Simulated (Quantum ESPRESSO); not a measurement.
**P in Quantum ESPRESSO: convergence with k mesh**

Input of the first run (k mesh 1 × 1 × 1); the others differ in this setting and in those tied to it:

File pw.in:

```
&CONTROL
  calculation = 'scf'
  prefix = 'pwscf'
  outdir = './tmp'
  pseudo_dir = './pseudo'
  tprnfor = .true.
  tstress = .true.
  disk_io = 'nowf'
/
&SYSTEM
  ibrav = 0
  nat = 4
  ntyp = 1
  ecutwfc = 36
  ecutrho = 216
  nbnd = 16
  occupations = 'smearing'
  smearing = 'fd'
  degauss = 0.00734986
/
&ELECTRONS
  conv_thr = 8d-10
  electron_maxstep = 120
  mixing_beta = 0.5
/
ATOMIC_SPECIES
P     30.9738 P.GGA_PBE-JTH.UPF
CELL_PARAMETERS angstrom
   1.6477431241   -5.4650377251    0.0000000000
   1.6477431241    5.4650377251    0.0000000000
   0.0000000000    0.0000000000    4.5436355900
ATOMIC_POSITIONS crystal
P      0.9041431300    0.0958568700    0.5888151700
P      0.0958568700    0.9041431300    0.4111848300
P      0.5958568700    0.4041431300    0.0888151700
P      0.4041431300    0.5958568700    0.9111848300
K_POINTS automatic
1 1 1 0 0 0
```

Potentials or basis: JTH 2.0 PBE.

Command:

```console
$ OMP_NUM_THREADS=1 pw.x -in pw.in > pw.out
```

Hardware: 1 thread of Arm Neoverse V1, with other jobs on the host.

**Question.** The values tried are 1 × 1 × 1, 2 × 2 × 2, 4 × 4 × 3, 5 × 5 × 4, 6 × 6 × 4, 7 × 7 × 5, 8 × 8 × 6, 10 × 10 × 7, 11 × 11 × 8, loosest first. From which on does the pressure stay within 0.1 GPa of the tightest run that finished?

**Answer.** From 6 × 6 × 4 on.

```csv
k mesh,"energy less the tightest run, at zero smearing (meV/atom)",pressure (GPa),largest force (eV/Å),SCF cycles,CPU time (s),peak memory (GiB)
1 × 1 × 1,1222.59,7.72,2.899,10,3.9,0.06
2 × 2 × 2,300.74,3.79,0.596,8,7.1,0.06
4 × 4 × 3,32.05,2.03,0.318,8,13,0.07
5 × 5 × 4,9.25,1.95,0.338,8,22,0.07
6 × 6 × 4,4.46,1.89,0.351,8,32,0.08
7 × 7 × 5,1.88,1.85,0.343,8,38,0.08
8 × 8 × 6,0.77,1.84,0.343,8,67,0.1
10 × 10 × 7,0.15,1.83,0.345,8,94,0.12
11 × 11 × 8,0.00,1.83,0.344,8,130,0.15
```

Against the tightest run, the energy stays within 1 meV/atom from 8 × 8 × 6 on; the largest force stays within 0.005 eV/Å from 7 × 7 × 5 on. Meshes of other sizes hit other points, so gaps and Fermi surfaces needn't settle smoothly. The tightest run that finished is the yardstick and may itself not be fully converged.

Caveat, for the tightest run too: the cutoff is low for these files, which shifts pressure and relaxed volume; an odd mesh through Γ misses points on the zone boundary, where band edges often lie.
